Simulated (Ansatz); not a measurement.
A generator proposed this cell of SnO2.

Space group P-3m1 (No. 164). a = 3.025 Å, b = 3.025 Å, c = 4.776 Å, α = 90.00°, β = 90.00°, γ = 120.00°
```json
{"atom": "Sn", "site": "1b", "symmetry": "-3m.", "x": "0.0000", "y": "0.0000", "z": "0.5000"}
{"atom": "O", "site": "2d", "symmetry": "3m.", "x": "0.3333", "y": "0.6667", "z": "0.7609"}
```

All numbers below come from Ansatz, DFT PBE+D3(BJ), scalar-relativistic, plane waves, PAW. Cutoff 420 eV; k points 6×6×4 on the computed 3-atom cell (Γ-centred); Gaussian smearing, width 0.10 eV; no spin polarisation.

The zero of energy is the elements' standard structures at the same level (O₂ as a molecule); no fitted shifts are applied. The references include grey tin.

Q: What does a single point on this coarse mesh give?

A: The pressure is 3.4 GPa (the mean over three directions, positive in compression), the largest force is 2.27 eV/Å, and the energy is −1.30 eV/atom against the elements. The shortest distance is 2.15 Å.

Q: Is it a good guess?

A: A rough one: relaxing gains about 0.24 eV/atom in 11 ionic steps and ends at −1.535 eV/atom on the finer mesh. The symmetry stays P-3m1 (No. 164). The end has the cadmium iodide type. The volume per atom grows by 8.8 %, from 12.6 to 13.7 Å³. The shortest distance goes from 2.15 Å (Sn–O) to 2.11 Å (Sn–O). Conventional cell: a = 3.216 Å, c = 4.594 Å. Sn has 6 O at 2.11 Å; around O lie 3 Sn at 2.11 Å.

The last run used a 12×12×6 mesh (in the run's order of axes) for its 3-atom cell and Gaussian smearing of 0.02 eV. The relaxation can't lower the symmetry of the start, and the grade says only how near the guess is to its own end. A structure relaxed within its symmetry needn't be a true minimum.
